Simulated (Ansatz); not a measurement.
# Levels of theory for HfSiO4 (monoclinic HfO2 sites, P-1)

All numbers come from Ansatz. All values are calculated for a non-magnetic cell, which may be hypothetical.

HfSiO4 on the sites of monoclinic HfO2 (relaxed group P-1), relaxed with r2SCAN. It is triclinic, P-1 (No. 2); conventional cell a = 4.653 Å, b = 5.254 Å, c = 5.384 Å, α = 103.1°, β = 100.8°, γ = 94.6°, 10.40 Å³ an atom. Hf is surrounded by 7 O at 2.08–2.28 Å; Si is surrounded by 5 O at 1.66–1.79 Å; O is surrounded by 1 Si at 1.74 Å and 2 Hf at 2.09–2.12 Å; O is surrounded by 1 Si at 1.66 Å and 2 Hf at 2.08–2.25 Å; O is surrounded by 1 Si at 1.68 Å and 2 Hf at 2.09–2.28 Å; O is surrounded by 2 Si at 1.72–1.79 Å and 1 Hf at 2.13 Å.

```
Hf Si O
1.0
     5.24680    0.20531   -0.16812
     0.20824    4.61929    0.51450
    -1.07449    0.48376    5.25296
Hf Si O
2 2 8
Direct
  0.30449 0.45094 0.70862
  0.69551 0.54906 0.29138
  0.81481 0.92354 0.80869
  0.18519 0.07646 0.19131
  0.57740 0.70377 0.88143
  0.62071 0.22414 0.62478
  0.42260 0.29623 0.11857
  0.37929 0.77586 0.37522
  0.06306 0.30024 0.35836
  0.89368 0.89732 0.14094
  0.93694 0.69976 0.64164
  0.10632 0.10268 0.85906
```

Gaps on the r2SCAN cell, each the least over its mesh and the special points:
```
  level  k mesh  gap (eV)      kind                       edges  least direct gap (eV)
PBE+SOC   6×6×6      4.64  indirect  Γ → (0.438, -0.198, 0.479)                   4.78
 r2SCAN   6×6×6      5.19  indirect  Γ → (0.438, -0.198, 0.479)                   5.33
  HSE06   4×4×4      6.38  indirect  Γ → (0.438, -0.198, 0.479)                   6.55
   PBE0   4×4×4      7.15  indirect  Γ → (0.438, -0.198, 0.479)                   7.32
```
Wave cutoffs: 420 eV, 500 eV (r2SCAN).
Points off the special ones are mesh points or PBE's searched band edges, reused at the other levels. PBE's own run along the path (4.67 eV) came before the search for the edges and missed one, so it isn't listed.

With HSE06 the valence top lies at Γ and the conduction bottom at k = (0.438, -0.198, 0.479), 6.38 eV higher; the smallest vertical gap, at U₂, is 6.55 eV.

Among these functionals the gap stays indirect.

r2SCAN (ground state on 4×6×4): The electronic dielectric tensor ε∞ is a tensor with principal values 3.54, 3.83, 4.03. Born charges, averaged over directions: Hf +4.89, Si +3.87, O -2.29 to -2.08 e. The program notes that the ground state's band table doesn't vouch for all the bands that the response reads.

Only the levels marked +SOC include spin-orbit coupling.

Coordinates of k points refer to the reciprocal vectors of the primitive cell of the runs.

The meshes of the hybrids are coarse, so their gaps aren't converged to the digits shown.
